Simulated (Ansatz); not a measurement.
**Which element?**

Cell vectors (Å):

```
0.0000 2.2624 2.2624
2.2624 0.0000 2.2624
2.2624 2.2624 0.0000
```

| atom | a | b | c |
| --- | --- | --- | --- |
| Zr | 0.5000 | 0.5000 | 0.5000 |
| X | 0.0000 | 0.0000 | 0.0000 |

These are results of LDA, PAW on Ansatz 0.2.0's default frozen-core files (fitted under PBE), scalar-relativistic, not measurements. k mesh 16×16×16, strains of ±0.005, Fermi-Dirac smearing of 0.100 eV.

Elastic constants of a crystal by Kohn-Sham DFT: slopes of the stress over finite engineering strains of the given cell, Voigt indices, Cartesian axes as in the cell vectors.

```
index  elastic (GPa)
   11          620.2
   12          114.9
   44          129.9
```

Q: All X atoms are one element. Which one was computed?

A: N; the crystal is ZrN (Fm-3m).

Limits of these numbers: frozen-core PAW files fitted under PBE, their cores solved anew for the functional of the run; responses of metals move with mesh and smearing.
